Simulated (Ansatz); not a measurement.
A (100) slab of HgTe (F-43m (No. 216)), 7 planes, outer planes Hg (top) and Hg (bottom), with 7 atoms (Hg4Te3) in a surface cell of A = 21.202 Å², as cut from the bulk:

```
CELL_PARAMETERS angstrom
4.60452 0.00000 0.00000
0.00000 4.60452 0.00000
0.00000 0.00000 24.76766
ATOMIC_POSITIONS crystal
Hg 0.50000 0.50000 0.30281
Te 0.50000 0.00000 0.36854
Hg 0.00000 0.00000 0.43427
Te 0.00000 0.50000 0.50000
Hg 0.50000 0.50000 0.56573
Te 0.50000 0.00000 0.63146
Hg 0.00000 0.00000 0.69719
```

Theory: Ansatz 0.2.0, DFT PBEsol, scalar-relativistic, plane waves, PAW. Settings: cutoff 420 eV, Γ-centred mesh 8×8×1 on the computed 7-atom cell, Gaussian smearing of 0.10 eV; no spin polarisation.

The relaxed slab holds 3 formula units of HgTe and 1 further Hg. Against those formula units in the bulk and the further Hg in its standard state it lies 2.351 eV higher. The formation energy of HgTe from the standard states is -0.290 eV a formula unit (uncorrected, no zero-point or thermal terms).

(1) Over what range can the chemical potential of Hg vary, and what is the surface energy at both ends?

(2) How does its energy depend on growth conditions?

Answers

(1) In contact with the bulk, μ(Hg) + μ(Te) is fixed. With Δμ counted from the standard states, Δμ(Hg) ≤ 0 keeps elemental Hg from forming, and Δμ(Te) ≤ 0 requires Δμ(Hg) ≥ ΔH = -0.290 eV. Other compounds of Hg and Te can narrow this range. Then γ, the mean of both faces, = [2.351 eV − 1.00·Δμ(Hg)]/(2A). At the Hg-rich end (Δμ = 0): 2.351/(2 × 21.202) × 16.02 = 0.89 J/m². At the Hg-poor end: (2.351 + 0.290)/(2 × 21.202) × 16.02 = 1.00 J/m².

(2) It carries an excess of Hg, so its energy falls by 0.38 J/m² for each eV that μ(Hg) rises: Hg-rich conditions lower it; whether it appears depends on the other terminations.

The Hg-terminated face costs least under Hg-rich conditions, but the gain across the whole allowed range is modest, from 1.00 to 0.89 J/m². The slope is set by the excess Hg alone; the range is short because HgTe is only weakly bound against its elements. This fits the relativistically stabilised 6s shell of Hg, which makes the metal reluctant to give its valence electrons to bonding with Te.

The cost that remains even at the Hg-rich limit probably reflects the polar character of the (100) face. Cutting it leaves two broken bonds on each outer Hg, and their electrons occupy cation-derived dangling states that electron counting would leave empty. Removing part of the outer Hg could empty these states, but the small surface cell allows no such ordered vacancies. The energies therefore describe the complete Hg layer and probably overestimate the cost of a reconstructed Hg-terminated surface.
